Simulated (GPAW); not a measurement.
The system is Zn.

```
Zn
1.0
     2.67000    0.00000    0.00000
    -1.33500    2.31229    0.00000
     0.00000    0.00000    4.96600
Zn
2
Direct
  0.66667 0.33333 0.75000
  0.33333 0.66667 0.25000
```

| Item | Value |
| --- | --- |
| Program | GPAW 26.7.0 |
| Task | relaxation of cell and atoms |
| Functional | revPBE |
| Dispersion | D3(BJ) |
| Potentials or basis | the program's PAW data sets (release 1.2.1) made for this functional |
| Cutoff | 600 eV |
| Basis | pw |
| k mesh | 8 × 8 × 4 |
| Occupations | fermi-dirac, width 0.05 eV |
| Spin | no spin polarisation |

At the start: pressure -6.8 GPa; volume 15.33 Å³/atom.

Q: Where does the relaxation end?

A: Over 12 steps the energy falls by 72.5 meV/atom and the volume is 13.71 Å³/atom (-10.6 %); space group P6_3/mmc (No. 194, to 0.05 Å).

Step by step:
| step | energy change (eV) | largest force (eV/Å) | pressure (GPa) | volume (Å³) |
| --- | --- | --- | --- | --- |
| 1 | 0.0000 | 0.0000 | -6.79 | 30.66 |
| 2 | -0.0184 | 0.0000 | -6.05 | 30.24 |
| 3 | -0.0822 | 0.0001 | 4.28 | 26.52 |
| 4 | -0.0938 | 0.0001 | 1.47 | 27.21 |
| 5 | -0.1071 | 0.0000 | 0.24 | 27.42 |
| 6 | -0.0740 | 0.0000 | -1.85 | 28.05 |
| 7 | -0.1365 | 0.0000 | -0.86 | 27.64 |
| 8 | -0.0089 | 0.0001 | 5.37 | 26.92 |
| 9 | -0.1410 | 0.0000 | -0.56 | 27.54 |
| 10 | -0.1354 | 0.0000 | -0.18 | 27.46 |
| 11 | -0.1450 | 0.0000 | -0.31 | 27.46 |
| 12 | -0.1451 | 0.0000 | -0.17 | 27.42 |

Final structure:
```xyz
2
Lattice="2.6702 0.0000 0.0000 -1.3351 2.3125 0.0000 0.0000 0.0000 4.4410" Properties=species:S:1:pos:R:3 pbc="T T T"
Zn    1.3351    0.7708    3.3307
Zn    0.0000    1.5417    1.1102
```

Caveat: later steps reuse the first step's grids; the volume moved by -11 % from the deposited cell, more than functionals usually miss; pairwise dispersion overbinds metals, which lowers pressure and volume.
